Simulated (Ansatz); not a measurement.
All-electron LAPW in Ansatz 0.2.0 under PBEsol, scalar-relativistic, energies extrapolated to zero smearing. Slabs are 1×1 cells cut from bulk crystals relaxed on PAW files, with atoms then relaxed, 16 to 20 Å of vacuum, a dipole correction, k spacings of 0.16 to 0.26 Å⁻¹ and smearing of 0.02 to 0.1 eV, without spin–orbit coupling or spin polarisation. The bulk type named needn't be the stable one, and no reconstruction is allowed.

Q: Order these slabs by surface energy, lowest first.
A. fcc Pd (100), 5 layers
B. bcc Mo (100), 5 layers
C. fcc Ag (100), 5 layers
D. fcc Si (210), 6 layers

A: D (0.45 J/m²), C (1.11 J/m²), A (1.93 J/m²), B (3.69 J/m²).
